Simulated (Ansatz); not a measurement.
**PbS: frozen-core PAW against all-electron methods**

```xyz
2
Lattice="0.0000 2.9650 2.9057 2.9650 0.0000 2.9057 2.9650 2.9650 0.0000" Properties=species:S:1:pos:R:3 pbc="T T T"
Pb    0.0000    0.0000    0.0000
S     2.9650    2.9650    2.9057
```

Atom numbers follow the list: Pb1, S2.

The cell is COD entry 9000001, as deposited and not checked against the literature; nothing was relaxed. The listed cell was then made from it by scaling, straining or moving an atom.

No spin–orbit coupling, which matters for the heavy atoms here.

Methods: DFT, PBE, PAW with Ansatz's default frozen-core files, scalar-relativistic (Ansatz 0.2.0); DFT, PBE, all-electron PAW with datasets made for the crystal, scalar-relativistic (Ansatz 0.2.0); DFT, PBE, all-electron LAPW, scalar-relativistic (Ansatz 0.2.0).

For PAW: a Γ-centred 8×8×8 k mesh, Fermi–Dirac smearing of 0.01 eV, cutoff 420 eV, no spin polarisation. The crystal-made all-electron datasets (AE datasets) take a cutoff of 260 eV at this cell. LAPW targets a basis error of 0.5 meV/atom. The Ansatz runs share mesh, smearing and spin set-up. Plane-wave (PAW) pressures include the program's estimate of the Pulay term.

Stress and pressure are positive in compression.

No spin–orbit coupling: at heavy atoms the gradients can be off by tens of per cent for that reason.

```tsv
quantity	PAW	AE datasets	LAPW
pressure (GPa)	3.66	3.67	3.67
stress xx (GPa)	2.66	2.67	2.67
stress zz (GPa)	5.67	5.68	5.68
band gap (eV)	0.265	0.264	0.264
field gradient Vzz at Pb1 (10²¹ V/m²)	-6.60	-6.75	–
field gradient Vzz at S2 (10²¹ V/m²)	-0.26	-0.26	–
```

PAW's pressure differs from the LAPW value by about 0.01 GPa or less.
